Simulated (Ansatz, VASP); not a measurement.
## Two plane-wave programs on BN

```
B N
1.0
     2.51534    0.00000    0.00000
    -1.25767    2.17835    0.00000
     0.00000    0.00000    4.16099
B N
2 2
Direct
  0.66667 0.33333 0.00036
  0.33333 0.66667 0.50036
  0.66667 0.33333 0.37464
  0.33333 0.66667 0.87464
```

Measurements of this composition are mostly on another form, of space group No. 194.

Alike in both runs: functional PBE; dispersion D3(BJ); k mesh 12 × 12 × 6; occupations gaussian, width 0.02 eV; no spin polarisation.

Ansatz relaxed the structure, and its values are those at the end. VASP's run is a single point on that final structure, the one shown.

```csv
,VASP,Ansatz
version,VASP 6.6.1,Ansatz 0.2.0
potentials or method,"VASP PAW PBE potentials, release 64 (B, N)","scalar-relativistic, plane waves, PAW"
plane-wave cutoff (eV),520,420
valence electrons in the cell,16,16
```

```tsv
	VASP	Ansatz	Ansatz less VASP
gap on the k mesh at the Fermi level (eV)	5.11	5.13	+0.016
least direct gap on the mesh (eV)	8.45	8.46	+0.009
pressure (GPa)	12.9	12.5	-0.39
```

A k mesh can miss the band edges.
